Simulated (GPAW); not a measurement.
Wanted: an ASE script for a GPAW 26.7.0 run.

| Item | Value |
| --- | --- |
| Task | equation of state |
| Functional | PW91 |
| Dispersion | D4 |
| Potentials or basis | PAW data sets generated in the run's folder for this functional |
| Cutoff | 600 eV |
| Basis | pw |
| k mesh | 6 × 6 × 6 |
| Occupations | fermi-dirac, width 0.05 eV |
| Spin | no spin polarisation |
| Maxiter | 150 |
| Eos scales | [0.94, 0.96, 0.98, 1.0, 1.02, 1.04, 1.06] |

The structure of GaSb lies in GaSb.cif:

```cif
data_GaSb
_cell_length_a 6.11800000
_cell_length_b 6.11800000
_cell_length_c 6.11800000
_cell_angle_alpha 90.00000000
_cell_angle_beta 90.00000000
_cell_angle_gamma 90.00000000
_space_group_name_H-M_alt 'F-43m'
_space_group_name_Hall 'F -4 2 3'
_space_group_IT_number 216
loop_
_space_group_symop_operation_xyz
'x,y,z'
'y,-x,-z'
'-x,-y,z'
'-y,x,-z'
'x,-y,-z'
'y,x,z'
'-x,y,-z'
'-y,-x,z'
'z,x,y'
'-z,y,-x'
'z,-x,-y'
'-z,-y,x'
'-z,x,-y'
'z,y,x'
'-z,-x,y'
'z,-y,-x'
'y,z,x'
'-x,-z,y'
'-y,z,-x'
'x,-z,-y'
'-y,-z,x'
'x,z,y'
'y,-z,-x'
'-x,z,-y'
'x,y+1/2,z+1/2'
'y,-x+1/2,-z+1/2'
'-x,-y+1/2,z+1/2'
'-y,x+1/2,-z+1/2'
'x,-y+1/2,-z+1/2'
'y,x+1/2,z+1/2'
'-x,y+1/2,-z+1/2'
'-y,-x+1/2,z+1/2'
'z,x+1/2,y+1/2'
'-z,y+1/2,-x+1/2'
'z,-x+1/2,-y+1/2'
'-z,-y+1/2,x+1/2'
'-z,x+1/2,-y+1/2'
'z,y+1/2,x+1/2'
'-z,-x+1/2,y+1/2'
'z,-y+1/2,-x+1/2'
'y,z+1/2,x+1/2'
'-x,-z+1/2,y+1/2'
'-y,z+1/2,-x+1/2'
'x,-z+1/2,-y+1/2'
'-y,-z+1/2,x+1/2'
'x,z+1/2,y+1/2'
'y,-z+1/2,-x+1/2'
'-x,z+1/2,-y+1/2'
'x+1/2,y,z+1/2'
'y+1/2,-x,-z+1/2'
'-x+1/2,-y,z+1/2'
'-y+1/2,x,-z+1/2'
'x+1/2,-y,-z+1/2'
'y+1/2,x,z+1/2'
'-x+1/2,y,-z+1/2'
'-y+1/2,-x,z+1/2'
'z+1/2,x,y+1/2'
'-z+1/2,y,-x+1/2'
'z+1/2,-x,-y+1/2'
'-z+1/2,-y,x+1/2'
'-z+1/2,x,-y+1/2'
'z+1/2,y,x+1/2'
'-z+1/2,-x,y+1/2'
'z+1/2,-y,-x+1/2'
'y+1/2,z,x+1/2'
'-x+1/2,-z,y+1/2'
'-y+1/2,z,-x+1/2'
'x+1/2,-z,-y+1/2'
'-y+1/2,-z,x+1/2'
'x+1/2,z,y+1/2'
'y+1/2,-z,-x+1/2'
'-x+1/2,z,-y+1/2'
'x+1/2,y+1/2,z'
'y+1/2,-x+1/2,-z'
'-x+1/2,-y+1/2,z'
'-y+1/2,x+1/2,-z'
'x+1/2,-y+1/2,-z'
'y+1/2,x+1/2,z'
'-x+1/2,y+1/2,-z'
'-y+1/2,-x+1/2,z'
'z+1/2,x+1/2,y'
'-z+1/2,y+1/2,-x'
'z+1/2,-x+1/2,-y'
'-z+1/2,-y+1/2,x'
'-z+1/2,x+1/2,-y'
'z+1/2,y+1/2,x'
'-z+1/2,-x+1/2,y'
'z+1/2,-y+1/2,-x'
'y+1/2,z+1/2,x'
'-x+1/2,-z+1/2,y'
'-y+1/2,z+1/2,-x'
'x+1/2,-z+1/2,-y'
'-y+1/2,-z+1/2,x'
'x+1/2,z+1/2,y'
'y+1/2,-z+1/2,-x'
'-x+1/2,z+1/2,-y'
loop_
_atom_site_label
_atom_site_type_symbol
_atom_site_symmetry_multiplicity
_atom_site_Wyckoff_symbol
_atom_site_fract_x
_atom_site_fract_y
_atom_site_fract_z
_atom_site_occupancy
Sb1 Sb 4 c 0.2500000000 0.2500000000 0.2500000000 1
Ga1 Ga 4 a 0.0000000000 0.0000000000 0.0000000000 1
```

The input as run:

run.py

```python
import spglib
from ase import Atoms
from ase.calculators.mixing import SumCalculator
from ase.eos import EquationOfState
from ase.io import Trajectory, read
from ase.units import GPa
from dftd4.ase import DFTD4
from gpaw import GPAW, PW, setup_paths

setup_paths.insert(0, '.')

atoms = read('GaSb.cif')
cell, positions, numbers = spglib.find_primitive(
    (atoms.cell[:], atoms.get_scaled_positions(), atoms.numbers), symprec=1e-4)
atoms = Atoms(numbers, cell=cell, scaled_positions=positions, pbc=True)

traj = Trajectory('eos.traj', 'w')
volumes, energies = [], []
for x in [0.94, 0.96, 0.98, 1.0, 1.02, 1.04, 1.06]:
    a = atoms.copy()
    a.set_cell(atoms.cell * x**(1 / 3), scale_atoms=True)
    calc = GPAW(mode=PW(600),
                xc='GGA_X_PW91+GGA_C_PW91',
                kpts={'size': (6, 6, 6), 'gamma': True},
                occupations={'name': 'fermi-dirac', 'width': 0.05},
                nbands=18,
                convergence={'density': 1e-05, 'energy': 1e-05},
                maxiter=150,
                txt=f'eos-{x:.2f}.txt')
    a.calc = SumCalculator([calc, DFTD4(method='pw91')])
    energies.append(a.get_potential_energy())
    volumes.append(a.get_volume())
    p = -a.get_stress()[:3].mean() / GPa
    calc.write(f'eos-{x:.2f}.gpw')
    traj.write(a)
    print(f'{x:.2f} {volumes[-1]:10.4f} A^3 {energies[-1]:14.6f} eV {p:9.3f} GPa', flush=True)

v0, e0, B = EquationOfState(volumes, energies, eos='birchmurnaghan').fit()
print(f'V0 = {v0:.4f} A^3, E0 = {e0:.6f} eV, B0 = {B / GPa:.2f} GPa')
```

Potentials or basis: PAW data sets generated in the run's folder for this functional, pw.

The run is started by

```sh
$ gpaw-setup -f GGA_X_PW91+GGA_C_PW91 Ga Sb
$ OMP_NUM_THREADS=1 python run.py
```

Results of the run:

* Equilibrium volume: 28.77 Å³/atom
* Bulk modulus: 50 GPa
* Pressure derivative of the bulk modulus: 4.6 (rough: it moves with the points fitted)

Run time: 38 s on 1 thread of Intel(R) Xeon(R) 6975P-C (Granite Rapids), with other jobs on the host, peak memory 0.24 GiB.
